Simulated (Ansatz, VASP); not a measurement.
## One calculation of InSe, two programs

```xyz
4
Lattice="2.0060 1.1581 8.4134 -2.0060 1.1581 8.4134 0.0000 -2.3163 8.4134" Properties=species:S:1:pos:R:3 pbc="T T T"
In    0.0000    0.0000    0.0167
In    0.0000    0.0000    2.7936
Se    0.0000    0.0000   15.5682
Se    0.0000    0.0000   20.8954
```

Alike in both runs: functional PBEsol; k mesh 6 × 6 × 6; no spin polarisation.

Ansatz relaxed the structure, and its values are those at the end. VASP's run is a single point on that final structure, the one shown.

```csv
,VASP,Ansatz
version,VASP 6.6.1,Ansatz 0.2.0
potentials or method,"VASP PAW PBE potentials, release 64 (In_d, Se)","plane waves, PAW"
plane-wave cutoff (eV),520,422
occupations,"gaussian, width 0.01 eV",fixed
valence electrons in the cell,38,58
```

|  | VASP | Ansatz | Ansatz less VASP |
| --- | --- | --- | --- |
| pressure (GPa) | 0.0 | 0.0 | -0.06 |
| rms of the force components (eV/Å) | 0.010 | 0.001 | -0.0093 |

The two sets of potentials don't hold the same shells in valence.

Caveats: the PAW data sets were made with another functional, which shifts forces and pressure a little (VASP).
